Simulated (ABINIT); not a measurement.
Al:

```
CELL_PARAMETERS angstrom
-1.59122 1.59122 1.59122
1.59122 -1.59122 1.59122
1.59122 1.59122 -1.59122
ATOMIC_POSITIONS crystal
Al 0.00000 0.00000 0.00000
```

This isn't the form of Al at room conditions, which is fcc.

Base run:

* Program: ABINIT 10.8.3 (patched build)
* Functional: revPBE
* Potentials or basis: JTH PAW PBE v2.0
* Cutoff: 490 eV
* k mesh: 12 × 12 × 12
* Occupations: fermi-dirac, width 0.05 eV
* Spin: no spin polarisation

Its results: band gap on the k mesh none (metal or under the smearing width); pressure 4.5 GPa.

Problem. The run is repeated on the same cell with these changes: functional from revPBE to AM05. What comes out?

Solution. Band gap on the k mesh none (metal or under the smearing width); pressure 1.7 GPa.

AM05 binds more tightly than revPBE, so the same cell stands under less pressure.

Caveats: the PAW data sets were made with another functional, which shifts forces and pressure a little.
